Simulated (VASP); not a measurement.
**SnO: electric field gradients with PBEsol**

SnO:

```
Sn O
1.0
     3.13193    0.00000    0.00000
     0.00000    3.13193    0.00000
     0.00000    0.00000    3.13193
Sn O
1 1
Direct
  0.00000 0.00000 0.00000
  0.50000 0.50000 0.50000
```

The cell was built by a generator and needn't be a form met in nature.

| Item | Value |
| --- | --- |
| Program | VASP 6.6.1 |
| Task | electric field gradients |
| Functional | PBEsol |
| Potentials or basis | VASP PAW PBE potentials, release 64 (Sn_d, O) |
| Cutoff | 520 eV |
| k mesh | 9 × 9 × 9 |
| Occupations | gaussian, width 0.02 eV |
| Spin | no spin polarisation |
| Further INCAR settings | ALGO = Normal; EDIFF = 1e-08 |

- Pressure: -5.0 GPa
- Band gap on the k mesh: 0.42 eV, indirect (least direct gap 0.91 eV)

Levels at points of the mesh, in eV from the valence-band top:
```tsv
k point	band 8	band 9	band 10	band 11	band 12	band 13
(0.00, 0.00, 0.00)	-2.25	-2.25	-2.25	8.09	8.09	8.09
```

Electric field gradients, principal values (V/Å²):
```tsv
atom	Vxx	Vyy	Vzz
1 Sn	0.000	0.000	0.000
2 O	0.000	0.000	0.000
```

Wall time 12 s on 1 thread of Intel(R) Xeon(R) 6975P-C (Granite Rapids), with other jobs on the host, peak memory 0.13 GiB.

Caveat: the PAW data sets were made with another functional, which shifts forces and pressure a little; spin-orbit coupling is left out, which moves the levels of the heavy elements; an odd mesh through Γ misses points on the zone boundary, where band edges often lie.
